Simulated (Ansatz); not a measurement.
**CdS (Hawleyite) under changes of volume**

One of the cells (24.808 Å³/atom); the others are scaled copies at fixed shape and fractional positions:

```xyz
2
Lattice="0.0000 2.9165 2.9165 2.9165 0.0000 2.9165 2.9165 2.9165 0.0000" Properties=species:S:1:pos:R:3 pbc="T T T"
Cd    0.0000    0.0000    0.0000
S     4.3748    4.3748    4.3748
```

* Program: Ansatz 0.2.0
* Functional: revPBE
* Dispersion: D3(BJ)
* Potentials or basis: Ansatz PAW
* Cutoff: 420 eV (not typed: the program's choice for these potentials)
* k mesh: 8 × 8 × 8
* Occupations: fermi-dirac, width 0.05 eV
* Spin: no spin polarisation

```csv
volume (Å³/atom),energy over the lowest point (meV/atom),pressure (GPa),gap on the mesh (eV)
23.319,19.10,4.3,1.41
23.815,8.29,2.7,1.37
24.312,2.09,1.3,1.32
24.808,0.00,0.1,1.28
25.304,1.58,-1.1,1.24
25.800,6.45,-2.1,1.20
26.296,?,?,?
```

Task: What does the run at 26.296 Å³/atom give?

Result: Energy over the lowest point 14.25 meV/atom; pressure -3.0 GPa; gap on the mesh 1.16 eV.

Worked out: A Birch-Murnaghan fit of order 3 (a polynomial in V^(-2/3)) to the other rows has its minimum at 24.83 Å³/atom with B0 = V·E''(V) = 59 GPa and B' = 4.6. It gives 14.25 meV/atom at 26.296 Å³/atom, against the run's 14.25, and -dE/dV = -3.0 GPa, against -3.0. A straight line through the other rows of the gap, of slope -2.09 eV per unit of ln V (its deformation potential), extrapolates to 1.16 eV, against the run's 1.16.

Energies are extrapolated to zero smearing.

Caveats: the PAW data sets come from PBE, with cores solved anew for the run's functional, which leaves a small shift of forces and pressure.

Spin-orbit coupling on Cd is left out.
